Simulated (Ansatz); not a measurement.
## CaSe under changes of volume

One of the cells (25.829 Å³/atom); the others are scaled copies at fixed shape and fractional positions:

```xyz
2
Lattice="0.0000 2.9560 2.9560 2.9560 0.0000 2.9560 2.9560 2.9560 0.0000" Properties=species:S:1:pos:R:3 pbc="T T T"
Se    2.9560    2.9560    2.9560
Ca    0.0000    0.0000    0.0000
```

| Quantity | Value |
| --- | --- |
| Program | Ansatz 0.2.0 |
| Functional | HSE06 |
| Potentials or basis | Ansatz PAW |
| Cutoff | 420 eV (not typed: the program's choice for these potentials) |
| k mesh | 6 × 6 × 6 |
| Occupations | fermi-dirac, width 0.05 eV |
| Spin | no spin polarisation |

| volume (Å³/atom) | energy over the lowest point (meV/atom) | pressure (GPa) | gap on the mesh (eV) |
| --- | --- | --- | --- |
| 24.280 | ? | ? | ? |
| 24.796 | 13.49 | 3.2 | 2.86 |
| 25.313 | 5.27 | 1.9 | 2.92 |
| 25.829 | 0.89 | 0.8 | 2.97 |
| 26.346 | 0.00 | -0.2 | 3.02 |
| 26.863 | 2.26 | -1.2 | 3.07 |
| 27.379 | 7.36 | -2.0 | 3.11 |

**Question.** What does the run at 24.280 Å³/atom give?

**Answer.** Energy over the lowest point 25.99 meV/atom; pressure 4.6 GPa; gap on the mesh 2.79 eV.

Worked out: A Birch-Murnaghan fit of order 3 (a polynomial in V^(-2/3)) to the other rows has its minimum at 26.23 Å³/atom with B0 = V·E''(V) = 51 GPa and B' = 4.0. It gives 25.95 meV/atom at 24.280 Å³/atom, against the run's 25.99, and -dE/dV = 4.6 GPa, against 4.6. A straight line through the other rows of the gap, of slope 2.52 eV per unit of ln V, extrapolates to 2.81 eV, against the run's 2.79.

Energies are extrapolated to zero smearing.

Caveats: the PAW data sets come from PBE, with cores solved anew for the run's functional, which leaves a small shift of forces and pressure; the thresholds are loose for stress.

A mesh can miss the band edges. Spin-orbit coupling on Se is left out.
